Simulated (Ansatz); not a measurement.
## A convergence test on AgCl (Fm-3m): k mesh of the hybrid

Aim: see how gap, energy and time of AgCl (Fm-3m) follow the k mesh of the hybrid.

Program: Ansatz 0.2.0. Level of theory: DFT, HSE06, plane waves, PAW. Results are calculated unless marked as measured.

**1. Starting point**

Symmetry: Fm-3m, No. 225, cubic system. The conventional cell has a = 5.545 Å, b = 5.545 Å, c = 5.545 Å, α = 90.00°, β = 90.00°, γ = 90.00°. Nearest to Ag lie 6 Cl at 2.77 Å. Nearest to Cl lie 6 Ag at 2.77 Å. Farther neighbours and most contacts between anions are not listed.

Structure file:

```cif
data_structure
_symmetry_space_group_name_H-M 'Fm-3m'
_symmetry_Int_Tables_number 225
_cell_length_a 5.5453
_cell_length_b 5.5453
_cell_length_c 5.5453
_cell_angle_alpha 90.000
_cell_angle_beta 90.000
_cell_angle_gamma 90.000
_cell_volume 170.52
loop_
_atom_site_label
_atom_site_type_symbol
_atom_site_symmetry_multiplicity
_atom_site_Wyckoff_symbol
_atom_site_fract_x
_atom_site_fract_y
_atom_site_fract_z
_atom_site_occupancy
Ag1 Ag 4 a 0.00000 0.00000 0.00000 1
Cl1 Cl 4 b 0.50000 0.00000 0.00000 1
```

The cell and positions are those that the Materials Project relaxed with its own functionals (PBE, PBE+U or r2SCAN), kept fixed. The default PAW set here is soft_2. Its files were made with PBE.

**2. k mesh of the hybrid: 2×2×2**

Contents of input.yaml:

```yaml
crystal:
  lattice:
    - [0.0, 2.7726629968, 2.7726629968]
    - [2.7726629968, 0.0, 2.7726629968]
    - [2.7726629968, 2.7726629968, 0.0]
  atoms:
    - { symbol: Ag, position: [0.0, 0.0, 0.0] }
    - { symbol: Cl, position: [0.5, 0.5, 0.5] }
kpoints:
  mp_grid: { grid: [2, 2, 2] }
  band_path:
    path:
      - [0.0, 0.0, 0.0]
      - [0.5, 0.0, 0.5]
      - [0.625, 0.25, 0.625]
      - [0.375, 0.375, 0.75]
      - [0.5, 0.5, 0.5]
      - [0.5, 0.25, 0.75]
      - [0.0375, 0.0375, 0.075]
    npoints: 1
hamiltonian:
  xc: hse06
scf:
  occupations: { method: fixed }
  n_extra_bands: 4
output:
  eigenvalues: true
```

Command:

```
> ansatz run input.yaml --threads 3 --pin off --max-ram 92160MiB --backend cuda --events-out ev --progress --plain --runs-dir out --devices 1 --max-vram 13GiB
```

Numbers of over 12 decimals in the logs are rounded to 6 here.

The program printed:

```text
scf.n_extra_bands = 4 over 13 filled bands (N_el = 26.0): the run solves 17 bands
exact exchange: scf.exx.singularity resolves to wigner_seitz, which cuts the screened interaction at the faces of the exchange supercell's Wigner-Seitz cell, so that each pair interacts once, at the shortest of its separations (the periodic images that this leaves out come, for a point-like exchange hole, to about 0.119 eV on a filled level). The cut falls within the interaction's reach, and what an exchange supercel [...]
GPUs: using 1 of 1 available (devices: 1).
Engine: ansatz 0.2.0, x86_64-unknown-linux-gnu
Pseudopotentials: kind: paw
Pseudopotential: Ag, paw, valence charge 19, recommended cutoff 420 eV (normal), Ag.paw.azcp
Pseudopotential: Cl, paw, valence charge 7, recommended cutoff 420 eV (normal), Cl.paw.azcp
Functional definition: HSE06
  parameter a = 0.25
  parameter omega = 0.11/bohr
  exchange = pbe_x - a*pbe_x_sr(omega) + a*exact_x_sr(omega)
  correlation = pbe_c
davidson cushion auto → on  (no smearing: the cushion is to keep the highest requested band from converging to the state above it; pin scf.eigensolver.cushion to override)
device memory: the entry about to start is reckoned to put 0.8 GiB on a device that reports 23.0 GiB free (of which the cap on the GPU budget leaves the run 13.0 GiB)
GPU FFT provider: cuFFT
GPU libraries: cuBLAS 13.8.2, cuFFT 12.4.0, cuSOLVER 12.3.4
Crystal: 2 atoms, lattice volume = 42.631 Å³
Basis set: ecut = 420 eV, 869 PW (Γ)
Bands: 17, of which v1, the nominal top of the filled ones, is band 13 counted from 1 (12 counted from 0)
Symmetry: 48 space group operations
Space group: Fm-3m (ITA 225), of the structure as read, at distance tolerance 3.5e-5 Å
k-points: 3 of 8
Non-local potential: Ag, projectors of the file, l = 0: 3, l = 1: 2, l = 2: 2, l = 3: 1
Non-local potential: Cl, projectors of the file, l = 0: 2, l = 1: 2, l = 2: 2
PAW form: soft (Blöchl's): semilocal exchange-correlation on the pseudo side does not see the compensation charge
PAW frozen core: Ag, regenerated for the run's functional, and the local potential with it (the file was generated under x = pbe(κ = 0.804, μ = 0.219515), c = pbe(β = 0.066725))
PAW frozen core: Cl, regenerated for the run's functional, and the local potential with it (the file was generated under x = pbe(κ = 0.804, μ = 0.219515), c = pbe(β = 0.066725))
PAW one-centre angular grid: Ag, 590 points (default); XC on 96 Gauss nodes
PAW one-centre angular grid: Cl, 110 points (default); XC on 64 Gauss nodes
Initial density: superposition of atomic densities (neutral atoms: chi_scale 0, normalization atom), corrected by the library's trained network
Initial wavefunctions: pseudopotential atomic-orbital guess
GPU buffer pool allocated for 19683 grid points (all kernels)
GPU transforms: local potential and band sums: pruned to the plane-wave sphere, on 25×27×27
Functional: x = pbe(κ = 0.804, μ = 0.219515), c = pbe(β = 0.066725), warm-up for x = pbe(κ = 0.804, μ = 0.219515) + 0.25 (exact − pbe) at short range (hse, ω = 0.207870 Å⁻¹), c = pbe(β = 0.066725); HSE06 as pw.x's `hse` composes it (authors' and Libxc's form: `xc: wpbeh`)
SCF iter   1: F=—  HF=-8670.194658 eV  |F-HF|=—  |Δ(HF+E_count)|=         —  Δρ=1.02e-2  dr2=7.21e-2  ethr=1.77e-3  ⟨swp⟩=7.3  Hψ=221  notcnv=0
preconditioner: auto → none  [insulator: Δε(μ)=0.891 eV  Ē_g=10.994 eV  n_scr=14 (ndim 8)  ℏωp=24.1 eV  f_vac=0.036]
iter 2 solved again at ethr=1.20e-5 eV; its pass at ethr=2.77e-4 eV (dr2=3.11e-3 eV) is discarded
SCF iter   2: F=—  HF=-8670.171514 eV  |F-HF|=—  |Δ(HF+E_count)|=   2.31e-2  Δρ=3.31e-3  dr2=3.17e-3  ethr=1.20e-5  ⟨swp⟩=3.3  Hψ=256  notcnv=0  defer=2
SCF iter   3: F=—  HF=-8670.171424 eV  |F-HF|=—  |Δ(HF+E_count)|=   9.03e-5  Δρ=1.50e-3  dr2=5.56e-4  ethr=1.20e-5  ⟨swp⟩=3.0  Hψ=141  notcnv=0
SCF iter   4: F=—  HF=-8670.171528 eV  |F-HF|=—  |Δ(HF+E_count)|=   1.04e-4  Δρ=7.71e-4  dr2=2.14e-4  ethr=2.14e-6  ⟨swp⟩=3.0  Hψ=143  notcnv=0
[...]
Frozen-core exchange: fock
SCF iter   1: F=—  HF=-8674.452833 eV  |F-HF|=—  |Δ(HF+E_count)|=         —  Δρ=8.52e-3  dr2=3.21e-2  ethr=3.58e-7  ⟨swp⟩=6.3  Hψ=243  notcnv=0
preconditioner: auto → none  [insulator: Δε(μ)=2.546 eV  Ē_g=13.103 eV  n_scr=14 (ndim 8)  ℏωp=24.1 eV  f_vac=0.045]
SCF iter   2: F=—  HF=-8674.444447 eV  |F-HF|=—  |Δ(HF+E_count)|=   8.39e-3  Δρ=3.41e-3  dr2=3.22e-3  ethr=3.58e-7  ⟨swp⟩=4.3  Hψ=199  notcnv=0
SCF iter   3: F=—  HF=-8674.448727 eV  |F-HF|=—  |Δ(HF+E_count)|=   4.28e-3  Δρ=1.50e-3  dr2=6.32e-4  ethr=3.58e-7  ⟨swp⟩=4.0  Hψ=188  notcnv=0
SCF iter   4: F=—  HF=-8674.448574 eV  |F-HF|=—  |Δ(HF+E_count)|=   1.53e-4  Δρ=5.64e-4  dr2=6.23e-5  ethr=3.58e-7  ⟨swp⟩=3.0  Hψ=152  notcnv=0
SCF iter   5: F=—  HF=-8674.448740 eV  |F-HF|=—  |Δ(HF+E_count)|=   1.65e-4  Δρ=3.05e-4  dr2=3.66e-5  ethr=1.95e-7  ⟨swp⟩=3.0  Hψ=158  notcnv=0
SCF iter   6: F=-8674.448727 eV  HF=-8674.448727 eV  |F-HF|=5.90e-8  |Δ(HF+E_count)|=   1.25e-5  Δρ=1.48e-5  dr2=4.82e-7  ethr=1.39e-7  ⟨swp⟩=3.0  Hψ=142  notcnv=0
SCF 2 stopped early in 6 iterations: F = -8674.448727 eV  dr2 = 4.82e-7
  greatest PAW one-centre occupation: 1.001 electrons in one spin orbital (limit 2), on the Ag atom at site 0 (counted from 0), in its partial waves of l = 1
hybrid outer 1: dexx = +6.115e-3 eV, tail = 1.39e-5 eV
GPU FFT provider: cuFFT
GPU libraries: cuBLAS 13.8.2, cuFFT 12.4.0, cuSOLVER 12.3.4
GPU buffer pool allocated for 19683 grid points (all kernels)
GPU transforms: local potential and band sums: pruned to the plane-wave sphere, on 25×27×27
Exchange kernel: α = 0.2500, screened, ω = 0.2079 Å⁻¹, Wigner–Seitz truncation, v(0) = 701.7704 eV·Å³, q-mesh 2×2×2, nearest image of the exchange supercell L = 7.84 Å, pair-density grid 15×15×15, without the augmentation charges, whose exchange is taken in its separable form by FFT convolution over the k-point mesh (sized by the pseudopotential files, 24×24×24 at the most), smooth part of the exact exchange by density-matrix convolution in up to 175.2 MiB of GPU memory as planned if the GPU has room (build and FFT work areas not counted)
Frozen-core exchange: fock
SCF iter   1: F=—  HF=-8674.448790 eV  |F-HF|=—  |Δ(HF+E_count)|=         —  Δρ=4.25e-5  dr2=2.79e-7  ethr=2.68e-7  ⟨swp⟩=3.0  Hψ=131  notcnv=0
preconditioner: auto → none  [insulator: Δε(μ)=2.508 eV  Ē_g=13.023 eV  n_scr=14 (ndim 8)  ℏωp=24.1 eV  f_vac=0.048]
SCF iter   2: F=-8674.448790 eV  HF=-8674.448790 eV  |F-HF|=1.61e-8  |Δ(HF+E_count)|=   5.86e-8  Δρ=1.46e-5  dr2=3.30e-8  ethr=9.61e-10  ⟨swp⟩=3.0  Hψ=146  notcnv=0
SCF 3 converged in 2 iterations: F = -8674.448790 eV  dr2 = 3.30e-8
hybrid outer 2: dexx = +1.613e-7 eV, tail = 8.85e-8 eV, Δε = 1.19e-3 eV (about 9.77e-5 eV left of the loop's levels)
device memory: the entry about to start is reckoned to put 0.3 GiB on a device that reports 41.6 GiB free (of which the cap on the GPU budget leaves the run 13.0 GiB)
NSCF: frozen V_eff on 7 k-points
hybrid SCF converged: 2 outer / 8 inner (+5 warm-up), last move |dexx| = 1.61e-7 eV, tail = 8.85e-8 eV
Stability not checked: this state was not tested for a lower state beside it, because the functional holds exact exchange (a hybrid, or Hartree-Fock), whose exchange loop this test does not read (fock_operator; see scf.lower_state_search)
Free energy (F): -8674.448790 eV
Frozen-core exchange: fock
Harris-Foulkes:  -8674.448790 eV  (|F-HF|=1.61e-8)
Internal energy: -8674.448790 eV  (E = F + TS)
E sigma→0 (E₀):  -8674.448790 eV
Fermi energy:    7.192125 eV
--- Per-component energies (eV) ---
  E_band       = -413.744739
  E_kinetic    = 693.446476
  E_local      = -3221.479788  (includes V_loc(G=0)·N_el)
  E_nonlocal   = 114.829078
  E_hartree    = 1417.987045
  E_xc         = -232.139581
  E_vxc        = -281.264739  (∫ρ·V_xc dr)
  E_exx        = -95.971623  (= α·E_x^exact, valence–valence)
  E_paw        = -4533.430569  (= ΣΔE_a)
  E_vpaw       = -363.299783  (= ΣTr[D̂ρ^β])
  E_aug_tail   = 0.000409  (compensation charges beyond the density's cutoff)
  E_ewald      = -2817.000242
  E_core_change = -0.689996  (= ΣΔE_core)
  E_smearing   = -0.000000  (= −TS)
  E_closure    = -0.000000  (closes the sum)
  Σ components = -8674.448790   (vs F -8674.448790, Δ=0.00e0)
--- Band table (eV) ---
  k-point 0: bands = [... 9 lower, 4.2254, 5.0689, 5.0689, 5.0689, 9.7000, 19.5421, 19.5421, 19.5421]
  k-point 1: bands = [... 9 lower, 4.5799, 5.0670, 7.1921, 7.1921, 12.8604, 15.6929, 16.4273, 16.4273]
  k-point 2: bands = [... 9 lower, 4.4058, 4.6977, 4.6977, 4.7796, 11.2097, 16.5588, 17.5886, 20.6128]
```

Elapsed: 12 s, on 1 × NVIDIA H100 80GB HBM3 (shared by 6 runs) with 3 threads of AMD EPYC 7R13 (Zen 3), shared host; peak memory 1 GiB.

This step gave:

| Quantity | Value |
| --- | --- |
| gap | 2.508 eV |
| valence top at | L |
| conduction bottom at | Γ |
| least direct gap | 4.578 eV |
| exact-exchange fraction | 0.25 |

The gap is indirect, with the least direct gap 2.07 eV higher.

**3. k mesh of the hybrid: 4×4×4**

input.yaml, as its differences from that of step 2:

```diff
@@ -9,3 +9,3 @@
 kpoints:
-  mp_grid: { grid: [2, 2, 2] }
+  mp_grid: { grid: [4, 4, 4] }
   band_path:
```

The program printed:

```text
[...]
GPUs: using 1 of 1 available (devices: 1).
[...]
GPU FFT provider: cuFFT
GPU libraries: cuBLAS 13.8.2, cuFFT 12.4.0, cuSOLVER 12.3.4
Crystal: 2 atoms, lattice volume = 42.631 Å³
Basis set: ecut = 420 eV, 869 PW (Γ)
Bands: 17, of which v1, the nominal top of the filled ones, is band 13 counted from 1 (12 counted from 0)
[... 1 set-up line as in the run before ...]
[...]
k-points: 8 of 64
[...]
Internal energy: -8675.050684 eV  (E = F + TS)
E sigma→0 (E₀):  -8675.050684 eV
Fermi energy:    7.082237 eV
[...]
--- Band table (eV; the first three rows and the last of 8) ---
  k-point 0: bands = [... 9 lower, 4.2171, 4.8572, 4.8572, 4.8572, 9.4992, 19.4300, 19.4300, 19.4300]
  k-point 1: bands = [... 9 lower, 4.3940, 4.8182, 6.2482, 6.2482, 11.5413, 16.4874, 17.8954, 17.8954]
  k-point 2: bands = [... 9 lower, 4.5794, 5.0197, 7.0822, 7.0822, 12.7232, 15.5649, 16.3321, 16.3321]
  k-point 7: bands = [... 9 lower, 4.7016, 4.7794, 4.7794, 5.8119, 12.9608, 16.5071, 16.5071, 16.7724]
[key lines of the parts left out:]
Free energy (F): -8675.050684 eV
```

The job ended after 13 s (1 × NVIDIA H100 80GB HBM3 (shared by 6 runs) with 3 threads; peak memory 1 GiB; 11 s of CPU time).

Numbers from this step:

| Property | Result |
| --- | --- |
| gap | 2.417 eV |
| valence top at | L |
| conduction bottom at | Γ |
| least direct gap | 4.551 eV |

The gap is 2.417 eV, −0.091 eV from the run before at this level.

**4. k mesh of the hybrid: 6×6×6**

input.yaml, as its differences from that of step 3:

```diff
@@ -9,3 +9,3 @@
 kpoints:
-  mp_grid: { grid: [4, 4, 4] }
+  mp_grid: { grid: [6, 6, 6] }
   band_path:
@@ -27 +27,5 @@
   eigenvalues: true
+  write_density: true
+  write_potential: true
+  elf: true
+  volumetric_format: npy
```

The program printed:

```text
[...]
GPUs: using 1 of 1 available (devices: 1).
[...]
GPU FFT provider: cuFFT
GPU libraries: cuBLAS 13.8.2, cuFFT 12.4.0, cuSOLVER 12.3.4
Crystal: 2 atoms, lattice volume = 42.631 Å³
Basis set: ecut = 420 eV, 869 PW (Γ)
Bands: 17, of which v1, the nominal top of the filled ones, is band 13 counted from 1 (12 counted from 0)
[... 1 set-up line as in the run before ...]
[...]
k-points: 16 of 216
[...]
Internal energy: -8675.058453 eV  (E = F + TS)
E sigma→0 (E₀):  -8675.058453 eV
Fermi energy:    7.080083 eV
[...]
--- Band table (eV; the first three rows and the last of 16) ---
  k-point 0: bands = [... 9 lower, 4.2173, 4.8524, 4.8524, 4.8524, 9.4909, 19.4265, 19.4265, 19.4265]
  k-point 1: bands = [... 9 lower, 4.3040, 4.7559, 5.7275, 5.7275, 10.6191, 17.5011, 18.8112, 18.8112]
  k-point 2: bands = [... 9 lower, 4.4852, 4.9070, 6.6805, 6.6805, 12.2783, 15.8110, 17.0701, 17.0701]
  k-point 15: bands = [... 9 lower, 4.6756, 4.7011, 4.7832, 5.6356, 12.3080, 16.3434, 16.8685, 17.7566]
[key lines of the parts left out:]
Free energy (F): -8675.058453 eV
```

The job ended after 23 s (1 × NVIDIA H100 80GB HBM3 (shared by 6 runs) with 3 threads; peak memory 1.2 GiB; 23 s of CPU time).

Numbers from this step:

| Item | Value |
| --- | --- |
| gap | 2.411 eV |
| valence top at | L |
| conduction bottom at | Γ |
| least direct gap | 4.546 eV |

The gap is 2.411 eV, −0.006 eV from the run before at this level.

**5. The series**

Differences are against the last row; a negative gap means that bands overlap, and a run with a band path holds that path's time. Times are wall times on 1 × NVIDIA H100 80GB HBM3 (shared by 6 runs) with 3 threads of AMD EPYC 7R13 (Zen 3), shared host, good to a factor of about two.

| k mesh of the hybrid | gap (eV) | direct gap (eV) | gap error (eV) | energy error (meV/atom) | irreducible k | time |
| --- | --- | --- | --- | --- | --- | --- |
| 2×2×2 | 2.508 | 4.578 | +0.097 | +304.8 | 3 | 12 s |
| 4×4×4 | 2.417 | 4.551 | +0.006 | +3.9 | 8 | 13 s |
| 6×6×6 | 2.411 | 4.546 | +0.000 | +0.0 | 16 | 23 s |

**6. Results**

| Property | Result |
| --- | --- |
| 2×2×2 | 2.508 eV |
| 4×4×4 | 2.417 eV |
| 6×6×6 | 2.411 eV |

**Reading.** The gap holds to 0.02 eV from 4×4×4 on. At 2×2×2 the gap is off by +0.097 eV and the energy by +305 meV/atom. The gap is read over the mesh and added points near the edges, so meshes differ mainly through the density and, for a hybrid, the exchange operator.

[Paths, hosts, dates, memory and timing lines, banners, echoed tables and standing remarks are left out of the program output.]

[Logs are printed without paths, hosts, clocks, repeated set-up lines and the standing remarks that a program may print on its own settings, such as how far it seeks lower states.]

[Runs of the session that timed out or met a known fault of the program may be left out.]

[Cells called generated may have been cut or substituted from an entry of the Crystallography Open Database or the Materials Project.]

[Hosts, paths, dates, database ids (printed as entryN), source tags and the programs' standing remarks are cut or masked in the printed files.]
